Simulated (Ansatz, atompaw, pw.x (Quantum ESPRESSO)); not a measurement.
**Equation-of-state test of one PAW (atompaw) potential (B (Z = 5))**

atompaw 4.2.0.5 input, output lines left out:

```
B 5
GGA-PBE scalarrelativistic loggrid 1500 logderivrange -3 5 201
2 2 0 0 0 0
2 1 1
0 0 0
c
v
v
1
1.80 1.35 1.35 1.35
y
2.6
n
y
3.9
n
custom rrkj vanderbiltortho besselshape
bessel
1.55
1.80
1.80
1.80
```

Atomic tests: cutoffs needed: 12 Ry and 21 Ry (the cutoffs (Ry, on a coarse ladder) from which the occupation-weighted sum of valence levels, in a spherical-Bessel basis at the reference potential, stays within 10 and 1 mRy of its value at 400 Ry); ghost test: no extra level below or beside the all-electron valence levels (s, p, d, f tested) (spherical-Bessel basis up to 400 Ry, 20 bohr box); lowest eigenvalue of the overlap operator: 0.37 (s channel).

Crystal test: bcc B in pw.x 7.5, no spin, 18³ k-points, Fermi–Dirac smearing 0.01 Ry, cutoffs 40/400 Ry. The reference is all-electron LAPW (Ansatz 0.2.0) with the same functional, mesh and smearing; V0 and B0 come from Birch–Murnaghan fits to the pressures at five volumes. Errors are pseudo minus all-electron; Δ is the rms difference of the E(V) curves that follow from these fits, minima aligned, over ±6 % about the mean V0. Mesh and smearing are coarse, so the numbers serve the comparison and aren't converged zero-temperature values; the lattice is a test structure that the element need not adopt.

All-electron: a0 = 2.308 Å (V0 = 6.15 Å³/atom), B0 = 225.7 GPa.

**Question.** How far does the potential miss the all-electron equation of state?

**Answer.** mean pressure error (GPa): +4.67; a0 (Å): 2.324; a0 error (%): +0.68; B0 error (%): -2.9; Δ (meV/atom): 6.2. This is a poor potential for the solid.

```json
{"V (Å³/atom)": "5.869", "P all-electron (GPa)": "11.78", "P pseudo (GPa)": "17.27"}
{"V (Å³/atom)": "6.024", "P all-electron (GPa)": "4.93", "P pseudo (GPa)": "9.97"}
{"V (Å³/atom)": "6.178", "P all-electron (GPa)": "-1.02", "P pseudo (GPa)": "3.61"}
{"V (Å³/atom)": "6.332", "P all-electron (GPa)": "-6.17", "P pseudo (GPa)": "-1.90"}
{"V (Å³/atom)": "6.487", "P all-electron (GPa)": "-10.61", "P pseudo (GPa)": "-6.67"}
```

**Question.** At the middle volume, how do free energy and pressure move when the wave cutoff is lowered (ecutrho held at 400 Ry)?

**Answer.**

```tsv
cutoff (Ry)	shift of F (meV/atom)	shift of P (GPa)
18	+41.5	+0.57
24	+26.7	+0.58
32	+8.2	-0.51
```

The run at the middle volume (195 k-points, 9 iterations) took about 2.3 s on one core of a shared host (AMD EPYC 9R45 96-Core Processor, 96 threads, 376 GiB, load 46).
